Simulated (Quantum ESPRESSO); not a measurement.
TiCo in Quantum ESPRESSO: the effect of pseudo set

Crystal: TiCo.

```
Co Ti
1.0
     2.98611    0.00000    0.00000
     0.00000    2.98611    0.00000
     0.00000    0.00000    2.98611
Co Ti
1 1
Direct
  0.50000 0.50000 0.50000
  0.00000 0.00000 0.00000
```

The cell comes from a database or a generator and needn't be the stable form of this composition.

Alike in all runs:

```yaml
Program: Quantum ESPRESSO 7.5
Task: phonons
Functional: PBE
k_mesh: 6 × 6 × 6
Occupations: cold, width 0.2 eV
Spin: collinear spin, ferromagnetic start
Starting_moments: "[2.0, 1.0] μB"
```

Each run relaxes the cell or the atoms first.

```tsv
pseudo set	cutoff	moment (μB)	highest phonon frequency (cm⁻¹)
JTH 2.0 PBE	707 eV	0.51	222
SG15 PBE 1.2	952 eV	0.56	222
SPMS 1.0 PBE	952 eV	0.41	214
SSSP 1.3 efficiency PBE	748 eV	0.42	216
GBRV 1.5 PBE	762 eV	0.42	216
PseudoDojo 0.4.1 SR PBE standard	1306 eV	?	?
PseudoDojo 0.4 SR PBE stringent	1415 eV	0.44	216
```

Task: What does the run with pseudo set PseudoDojo 0.4.1 SR PBE standard give?

Result: Moment 0.51 μB; highest phonon frequency 219 cm⁻¹.

Caveats: the mesh is thin for the phonons of a metal; before the sum rule the acoustic modes lie tens of cm⁻¹ from zero, a sign that the density grid also shifts the optical modes (some runs).
